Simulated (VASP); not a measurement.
# Settings for TiCo: self-consistent run

TiCo, Pm-3m (no. 221), 2 atoms in the cell. PBE; PAW potentials Co, Ti_sv (PBE set). VASP 6.6.1.

Wanted: energy within 1 meV/atom; moment within 0.1 μB.

What the run is for: comparing ways to reach the ground state; Accuracy asked: standard.

POSCAR:
```
TiCo
1.0
    2.9861109900      0.0000000000      0.0000000000
    0.0000000000      2.9861109900      0.0000000000
    0.0000000000      0.0000000000      2.9861109900
Co Ti
1 1
Direct
    0.5000000000      0.5000000000      0.5000000000
    0.0000000000      0.0000000000      0.0000000000
```

## Way to the ground state (with a PBE run first, the time holds both)

| Way to the ground state (with a PBE run first, the time holds both) | Energy less reference (meV/atom) | Moment (μB) | Time (s) |
|---|---|---|---|
| PBE orbitals, then all bands at once (ALGO All, ISEARCH 1): 14 + 4 SCF iterations | 0.0 | 0.81 | 16 |
| plain run (ALGO Normal): 16 SCF iterations | 0.0 | 0.81 | 11 |
| PBE orbitals, then ALGO Normal: 14 + 8 SCF iterations | 0.0 | 0.81 | 17 |
| ALGO Fast: 26 SCF iterations | 0.0 | 0.81 | 19 |
| all bands at once from scratch: 31 SCF iterations | 0.0 | 0.81 | 25 |
| PBE orbitals, then damped steps (TIME 0.2): 14 + 11 SCF iterations | 0.0 | 0.81 | 16 |
| PBE orbitals, then damped steps (TIME 0.5): 14 + 100 SCF iterations | no result | no result | 58 |
| linear mixing: 17 SCF iterations | 0.0 | 0.81 | 12 |
| slow linear mixing: 20 SCF iterations | 0.0 | 0.81 | 13 |
| more empty bands: 17 SCF iterations | 0.0 | 0.81 | 18 |
| mixer blind to the d or f shells (LMAXMIX 2): 16 SCF iterations | 0.0 | 0.81 | 11 |

Chosen: plain run (ALGO Normal): 16 SCF iterations, the fastest of those that reach the lowest result within the tolerance.

## The input

INCAR:
```
ALGO     = Normal         # electronic algorithm
EDIFF    = 1E-6           # SCF threshold, eV
ENCUT    = 400            # plane-wave cutoff, eV
GGA      = PE             # functional
GGA_COMPAT= False        
ISIF     = 2              # what is computed and relaxed
ISMEAR   = 1              # smearing method
ISPIN    = 2              # spin polarisation
LASPH    = True           # aspherical terms in the spheres
LCHARG   = False          # write CHGCAR
LMAXMIX  = 4              # l up to which the mixer works
LORBIT   = 11             # projections on sites
LREAL    = False          # projectors in reciprocal space
LWAVE    = False          # write WAVECAR
MAGMOM   = 2 -1           # initial moments
NELM     = 100            # most SCF steps
PREC     = Accurate       # precision mode
SIGMA    = 0.1            # smearing width, eV
```

KPOINTS:
```
k-points
0
Gamma
  9 9 9
```

Commands:
```
cat potpaw_PBE.64/Co/POTCAR potpaw_PBE.64/Ti_sv/POTCAR > POTCAR
mpirun -np 1 vasp_std > vasp.out
```

Limits: The moments start antiparallel; another order may lie lower.

The chosen input took VASP 6.6.1 11 s on 1 core (Intel Xeon 6975P-C (Granite Rapids)), a shared host.
